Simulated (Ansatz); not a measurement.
Take AlSb in the zinc blende structure (space group F-43m, No. 216; a = 6.177 Å) as the base. Axes: x, y, z lie along the cube axes.

Perturbation: tensile biaxial strain of 0.63 % in the plane normal to [111], as in epitaxy on a mismatched substrate; the out-of-plane cell vector and the atoms relax.

Levels (all Ansatz, a first-principles code, PAW): r2SCAN (500 eV, without spin-orbit coupling); HSE06 (420 eV, scalar-relativistic without spin-orbit coupling).

The geometry is relaxed with r2SCAN.

- r2SCAN lowest conduction level above the VBM at special points = F 1.48 eV; T 1.53 eV; L 1.64 eV; Γ 1.90 eV

### Question
What does HSE06 give at this geometry for the lowest conduction level above the VBM at special points?

### Answer
The lowest conduction level above the VBM at special points goes from F 1.48 eV; T 1.53 eV; L 1.64 eV; Γ 1.90 eV to F 1.76 eV; T 1.77 eV; L 1.88 eV; Γ 2.10 eV.

Single points use the geometry relaxed with r2SCAN. The hybrid gap comes from the SCF mesh plus the semilocal run's edge points and a few special points and is an upper bound. The levels and masses belong to the bands next to the band gap. Whether these cells are dynamically stable was not tested. k-point labels follow each cell's own Brillouin zone.
